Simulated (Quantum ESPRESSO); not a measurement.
The system is Cu2O (Cuprite).

```xyz
6
Lattice="4.2600 0.0000 0.0000 0.0000 4.2600 0.0000 0.0000 0.0000 4.2600" Properties=species:S:1:pos:R:3 pbc="T T T"
Cu    3.1950    1.0650    3.1950
Cu    3.1950    3.1950    1.0650
Cu    1.0650    3.1950    3.1950
Cu    1.0650    1.0650    1.0650
O     2.1300    2.1300    2.1300
O     0.0000    0.0000    0.0000
```

Base run:

| Property | Result |
| --- | --- |
| Program | Quantum ESPRESSO 7.5 |
| Functional | LDA |
| Potentials or basis | SSSP 1.3 efficiency PBE |
| Cutoff | 748 eV |
| Density cutoff | 5987 eV |
| k mesh | 6 × 6 × 6 |
| Occupations | fermi-dirac, width 0.05 eV |
| Spin | no spin polarisation |
| Hubbard terms | Cu d U = 4 eV |

Its results: band gap on the k mesh 0.81 eV, direct; pressure -4.6 GPa.

Task: After a change of settings the same cell gave: band gap on the k mesh 0.87 eV, direct; pressure -3.6 GPa. Which change was it?
A. hubbard terms from Cu d U = 4 eV to none
B. hubbard terms from Cu d U = 4 eV to Cu d U = 5 eV
C. hubbard terms from Cu d U = 4 eV to Cu d U = 6 eV

Result: B.

Caveats: the potentials were made for another functional, which shifts forces and pressure.
